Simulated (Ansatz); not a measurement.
Consider the following.

Relaxed ZnTe (zinc blende):

```xyz
2
Lattice="0.0000 3.0567 3.0567 3.0567 0.0000 3.0567 3.0567 3.0567 0.0000" Properties=species:S:1:pos:R:3 pbc="T T T"
Te     4.5851     4.5851     4.5851
Zn     0.0000     0.0000     0.0000
```

Scan: atom 2 (Zn, nearest neighbour Te at 2.647 Å; its periodic images, 4.3 Å or more away, move with it) is displaced towards the nearest neighbour, direction (-0.577, -0.577, -0.577) in Cartesian axes, by s. The other atoms stay.

All values below come from r2SCAN (plane waves to 500 eV, PAW, scalar-relativistic; Ansatz, a program for electronic structure). k mesh 8×8×8 (Γ-centred), Fermi-Dirac smearing 0.05 eV. E stands for the smeared free energy. Spin-orbit coupling is left out, though Te is heavy. ZnTe was relaxed with its symmetry unable to fall. The zero of ΔE is the undisplaced structure.

The scan covers s from -0.530 to 0.530 Å in 11 points.

Is this a single well or a double well?

A single well with its minimum at or next to zero displacement.

Is the energy the same for displacements of ±0.530 Å, and if not, which side lies higher?

Not even: the positive side lies higher at ±0.530 Å. With its periodic images moving along, the atom's site symmetry in this cell is -43m.

What is the energy change at s = 0.530 Å?

1430 meV/cell.

What force acts on the atom along the line at s = -0.530 Å?

0.784 eV/Å.

What is the force constant k = d²E/ds² of this move at s = 0?

4.93 eV/Å².

(A displaced cell: forces are minus the slopes of the energy, force constants its curvatures, and phonons follow from these.)
